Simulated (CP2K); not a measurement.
**KTaO3 in CP2K: the effect of Hubbard term**

Crystal: KTaO3.

```xyz
5
Lattice="3.9883 0.0000 0.0000 0.0000 3.9883 0.0000 0.0000 0.0000 3.9883" Properties=species:S:1:pos:R:3 pbc="T T T"
Ta    0.0000    0.0000    0.0000
K     1.9942    1.9942    1.9942
O     0.0000    0.0000    1.9942
O     0.0000    1.9942    0.0000
O     1.9942    0.0000    0.0000
```

Alike in all runs:

```yaml
Program: CP2K 2026.2
Task: projected density of states
Functional: PBE
Potentials_or_basis: GTH_POTENTIALS Ta GTH-PBE-q13, K GTH-PBE-q9, O GTH-PBE-q6; DZVP-MOLOPT-SR-GTH basis
Density_cutoff: 8163 eV
k_mesh: 5 × 5 × 5
Occupations: fermi-dirac, width 0.05 eV
Spin: no spin polarisation
SCF_solver: diagonalisation with k points
Quickstep_method: GPW
EPS_DEFAULT: 1.0E-9
EPS_SCF: 1.0E-6
MAX_SCF: 100
SCF_GUESS: ATOMIC
k_points_reduced_by_the_point_group: yes
Mesh_centred_on_Gamma: yes
```

```tsv
Hubbard term	gap on the mesh (eV)
none	?
Ta d U = 2.0 eV	2.51
Ta d U = 4.0 eV	2.74
Ta d U = 6.0 eV	2.94
Ta d U = 8.0 eV	3.12
```

**Question.** What does the run with Hubbard term none give?

**Answer.** gap on the mesh 2.23 eV.

Worked out: A parabola through the other rows of the gap on the mesh, of slope 0.133 eV per eV there, extrapolates to 2.26 eV, against the run's 2.23.

Caveats: spin-orbit coupling is left out, which moves the levels of the heavy elements; an odd mesh through Γ misses points on the zone boundary, where band edges often lie; the basis of atomic orbitals isn't converged, which shifts pressures, moduli and gaps; this program's U acts on Mulliken populations of all basis functions of the shell, so it isn't the U of plane-wave codes (some runs); energies scatter by some meV and the pressure isn't listed (some runs).
